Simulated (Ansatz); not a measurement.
# PbSe in the PbO-type structure

Level of theory: DFT, PBE, scalar-relativistic, no spin polarisation; plane waves to 420 eV with PAW datasets (Ansatz 0.2.0), Γ-centred 6×6×8 mesh, 0.05 eV Gaussian smearing. The datasets are Ansatz's generated set soft_2.

```xyz
4
Lattice="5.3495 0.0000 0.0000 0.0000 5.3495 0.0000 0.0000 0.0000 4.2213" Properties=species:S:1:pos:R:3 pbc="T T T"
Pb    2.6747    0.0000    1.3434
Pb    0.0000    2.6747    2.8779
Se    0.0000    0.0000    0.0000
Se    2.6747    2.6747    0.0000
```

This is a trial structure; measured cells of the compound in the Crystallography Open Database are in space group Fm-3m (rock salt).

Cell and atoms are those of this level's equilibrium.

The cell has space group P4/nmm (read at 0.01 Å). In it the stress is 0.03, 0.03, 0.00, 0.00, 0.00, 0.00 GPa and the largest force component 0.001 eV/Å. Each change below starts from this cell, without further relaxation. Stress is in GPa, positive in compression, in the order xx, yy, zz, yz, xz, xy; energies are counted from the cell above.

**Question.** One atom was moved along a Cartesian axis, and these forces appeared. Which atom, and about how far?
| atom | Fx (eV/Å) | Fy | Fz |
| --- | --- | --- | --- |
| Pb1 | 0.000 | 0.000 | 0.100 |
| Pb2 | 0.000 | 0.000 | 0.089 |
| Se3 | 0.000 | 0.000 | -0.005 |
| Se4 | 0.000 | 0.000 | -0.184 |

**Answer.** Atom 4 (Se) is moved by 0.08 Å along z; the energy changes by 7.4 meV per cell.

**Question.** One atom was moved along a Cartesian axis, and these forces appeared. Which atom, and about how far?
```tsv
atom	Fx (eV/Å)	Fy	Fz
Pb1	0.000	0.000	-0.196
Pb2	0.000	0.000	0.015
Se3	0.000	0.000	0.091
Se4	0.000	0.000	0.091
```

**Answer.** Atom 1 (Pb) is moved by 0.08 Å along z; the energy changes by 7.9 meV per cell.

**Question.** What stress follows from an engineering strain of 1 % in xz, atoms carried along?

**Answer.** 0.04, 0.03, 0.00, 0.00, -0.07, 0.00 GPa; the energy changes by 0.3 meV per cell.
```tsv
atom	Fx (eV/Å)	Fy	Fz
Pb1	-0.019	0.000	0.001
Pb2	0.019	0.000	-0.001
Se3	0.023	0.000	0.000
Se4	-0.023	0.000	0.000
```
The change of the stress over the strain gives a clamped-atom stiffness of about 6.7 GPa for this component.

**Question.** A single strain component, atoms carried along, gave the stress 0.07, 0.03, 0.01, 0.00, 0.13, 0.00. Which component, and about how large?

**Answer.** An engineering strain of -2 % in xz; the energy changes by 1.0 meV per cell.

**Question.** All atoms and the cell are disturbed at random:
```xyz
4
Lattice="5.3339 -0.0221 0.0394 -0.0221 5.3577 -0.0238 0.0311 -0.0188 4.1729" Properties=species:S:1:pos:R:3 pbc="T T T"
Pb    2.6174    0.0708    1.2983
Pb    0.0533    2.5963    2.8557
Se   -0.0399   -0.0166    0.0210
Se    2.7121    2.6663    0.0135
```
Give the energy change, the stress and the forces.

**Answer.** 30.2 meV per cell; stress 1.18, 0.76, 1.05, -0.31, -0.15, 0.18 GPa. The gap on the mesh goes from 0.43 eV to 0.40 eV.
| atom | Fx (eV/Å) | Fy | Fz |
| --- | --- | --- | --- |
| Pb1 | 0.028 | -0.147 | 0.239 |
| Pb2 | -0.001 | 0.098 | -0.101 |
| Se3 | 0.105 | -0.013 | -0.103 |
| Se4 | -0.132 | 0.062 | -0.034 |

**Question.** All atoms and the cell are disturbed at random:
```xyz
4
Lattice="5.3418 0.0534 0.0240 0.0534 5.4421 -0.0332 0.0190 -0.0262 4.2278" Properties=species:S:1:pos:R:3 pbc="T T T"
Pb    2.5793   -0.0121    1.3108
Pb    0.0898    2.7523    2.8813
Se   -0.0641   -0.0903    0.0408
Se    2.8090    2.8194   -0.0143
```
Give the energy change, the stress and the forces.

**Answer.** 61.9 meV per cell; stress 0.51, -0.75, 0.10, 0.59, -0.17, -0.20 GPa. The gap on the mesh goes from 0.43 eV to 0.38 eV.
```
atom  Fx (eV/Å)      Fy      Fz
 Pb1      0.079   0.106   0.131
 Pb2      0.008  -0.093  -0.032
 Se3      0.136   0.198  -0.192
 Se4     -0.224  -0.211   0.093
```

For elements this heavy, spin–orbit coupling would shift levels and gaps; it isn't included here.
